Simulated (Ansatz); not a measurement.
Planning a run of Ansatz 0.2.0 on Bi2Se3 (R-3m). The input:

```yaml
crystal:
  lattice:
    - [2.0956832629, 1.209943296, 9.9762290674]
    - [-2.0956832629, 1.209943296, 9.9762290674]
    - [0.0, -2.419886592, 9.9762290674]
  atoms:
    - { symbol: Bi, position: [0.3981130534, 0.3981130534, 0.3981130534] }
    - { symbol: Bi, position: [0.6018869466, 0.6018869466, 0.6018869466] }
    - { symbol: Se, position: [0.0, 0.0, 0.0] }
    - { symbol: Se, position: [0.2163109395, 0.2163109395, 0.2163109395] }
    - { symbol: Se, position: [0.7836890605, 0.7836890605, 0.7836890605] }
kpoints:
  mp_grid: { grid: [4, 4, 4] }
  band_path:
    path:
      - [0.0, 0.0, 0.0]
      - [0.5, 0.5, 0.5]
      - [0.82352702, 0.17647298, 0.5]
      - [0.5, -0.17647298, 0.17647298]
      - [0.5, 0.0, 0.0]
      - [0.33823649, -0.33823649, 0.0]
      - [0.66176351, 0.0, 0.33823649]
      - [0.5, 0.0, 0.5]
    npoints: 1
hamiltonian:
  xc: hse06
  pseudopotentials: { kind: paw, azcp: { folder: soft_1 } }
scf:
  occupations: { method: fixed }
  n_extra_bands: 5
output:
  eigenvalues: true
  write_density: true
  write_potential: true
  elf: true
  volumetric_format: npy
```

```sh
ansatz run input.yaml --threads 3 --pin off --max-ram 92160MiB --backend cuda --events-out ev --progress --plain --runs-dir out --devices 1 --max-vram 13GiB
```

Estimate wall time and host memory on 1 × NVIDIA H100 80GB HBM3 (shared by 6 runs) with 3 threads of AMD EPYC 7R13 (Zen 3), shared host.

It took 34 s; on shared hardware allow 17 s to 68 s. Peak host memory was 1.8 GiB. The sizes that set the cost: 2901 plane waves a state, 13 irreducible k points and 18 SCF cycles.

Exact exchange couples every pair of k points and filled bands, so it costs far more than a semilocal run.

[Paths, hosts, dates, memory and timing lines, banners, echoed tables and standing remarks are left out of the program output.]

[Logs are printed without paths, hosts, clocks, repeated set-up lines and the standing remarks that a program may print on its own settings, such as how far it seeks lower states.]

[Runs of the session that timed out or met a known fault of the program may be left out.]

[Cells called generated may have been cut or substituted from an entry of the Crystallography Open Database or the Materials Project.]

[Hosts, paths, dates, database ids (printed as entryN), source tags and the programs' standing remarks are cut or masked in the printed files.]
